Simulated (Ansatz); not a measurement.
BAs:

```
As B
1.0
     0.00000    2.38850    2.38850
     2.38850    0.00000    2.38850
     2.38850    2.38850    0.00000
As B
1 1
Direct
  0.75000 0.75000 0.75000
  0.00000 0.00000 0.00000
```

Base run:

- Program: Ansatz 0.2.0
- Functional: PBE0
- Potentials or basis: Ansatz PAW
- Cutoff: 420 eV (not typed: the program's choice for these potentials)
- k mesh: 6 × 6 × 6
- Occupations: fermi-dirac, width 0.05 eV
- Spin: no spin polarisation

Its results: band gap on the k mesh 2.61 eV, indirect (least direct gap 4.79 eV); pressure -0.6 GPa.

Question: The run is repeated on the same cell with these changes: k mesh from 6 × 6 × 6 to 5 × 5 × 5; spin from no spin polarisation to spin-orbit coupling, no magnetisation; potential files from those of the base run to others of the same set. What comes out?

Answer: Band gap on the k mesh 2.45 eV, indirect (least direct gap 4.59 eV); pressure -0.4 GPa.

Several settings changed at once, so the effect can't be laid on one alone.

Caveats: some runs use coarse meshes; the PAW data sets come from PBE, with cores solved anew for the run's functional, which leaves a small shift of forces and pressure; the thresholds are loose for stress; the k mesh misses the band edges, so the gap on the mesh is wider than the one along the path (some runs); odd divisions of the mesh miss points on the zone boundary, where band edges often lie, so the gap on the mesh can be too wide (some runs).
